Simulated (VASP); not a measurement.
MoS2 under changes of volume

One of the cells (18.083 Å³/atom); the others are scaled copies at fixed shape and fractional positions:

```xyz
3
Lattice="1.5905 0.9183 6.1907 -1.5905 0.9183 6.1907 0.0000 -1.8365 6.1907" Properties=species:S:1:pos:R:3 pbc="T T T"
Mo    0.0000    0.0000    0.0000
S     0.0000    0.0000    7.7446
S     0.0000    0.0000    4.6430
```

Measurements of this composition are mostly on another form, of space group No. 194.

- Program: VASP 6.6.1
- Functional: PBEsol
- Potentials or basis: VASP PAW PBE potentials, release 64 (Mo_sv, S)
- Cutoff: 520 eV
- k mesh: 10 × 10 × 10
- Occupations: fermi-dirac, width 0.05 eV
- Spin: no spin polarisation

```csv
volume (Å³/atom),energy over the lowest point (meV/atom),pressure (GPa),gap on the mesh (eV),largest force (eV/Å)
16.664,34.86,11.4,0.86,1.412
17.019,?,?,?,?
17.373,1.99,3.6,0.91,0.615
18.083,0.00,-2.6,0.94,0.151
18.437,8.67,-5.3,0.95,0.453
18.792,22.91,-7.7,0.97,0.733
```

What does the run at 17.019 Å³/atom give?

Energy over the lowest point 14.14 meV/atom; pressure 7.3 GPa; gap on the mesh 0.89 eV; largest force 0.998 eV/Å.

Worked out: A Birch-Murnaghan fit of order 3 (a polynomial in V^(-2/3)) to the other rows has its minimum at 17.77 Å³/atom with B0 = V·E''(V) = 154 GPa and B' = 4.4 at fixed shape and positions, which overstates the stiffness. It gives 14.11 meV/atom at 17.019 Å³/atom, against the run's 14.14, and -dE/dV = 7.4 GPa, against 7.3. A parabola through the other rows of the gap, of slope 1.07 eV per unit of ln V there, gives 0.89 eV, against the run's 0.89.

Energies are extrapolated to zero smearing.

Caveats: the PAW data sets were made with another functional, which shifts forces and pressure a little.

A mesh can miss the band edges. Spin-orbit coupling on Mo is left out.
